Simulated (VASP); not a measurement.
A run of VASP 6.6.1 is set up as follows.

INCAR

```
PREC = Accurate ; ENCUT = 520
EDIFF = 1E-7 ; ISMEAR = 0
SIGMA = 0.02 ; LREAL = False
LASPH = True ; NELM = 100
ALGO = Normal ; ISIF = 2
LWAVE = False ; LCHARG = True
GGA = CA ; LVHAR = True
```

KPOINTS

```
regular mesh
0
Gamma
  8 8 8
```

POSCAR

```
BaF2                                    
1.0
   -0.0000000000      3.0429586377      3.0429586377
    3.0429586377      0.0000000000      3.0429586377
    3.0429586377      3.0429586377     -0.0000000000
  Ba              F             
     1     2
Direct
     0.0000000000000000    0.0000000000000000    0.0000000000000000
     0.2500000000000000    0.2500000000000000    0.2500000000000000
     0.7500000000000000    0.7500000000000000    0.7500000000000000
```

Potentials or basis: VASP PAW LDA potentials, release 64 (Ba_sv, F).

Launch:

```sh
$ cat potpaw_LDA.64/Ba_sv/POTCAR potpaw_LDA.64/F/POTCAR > POTCAR
$ mpirun -np 1 vasp_std > vasp.out
```

**Question.** What does it give for the pressure?

**Answer.** 0.1 GPa.

**Question.** Estimate the band gap on the k mesh.

**Answer.** 6.61 eV, indirect (least direct gap 6.73 eV).

Caveat: spin-orbit coupling is left out, which moves the levels of the heavy elements. A hybrid or GW would open this gap; LDA tends to underestimate it.
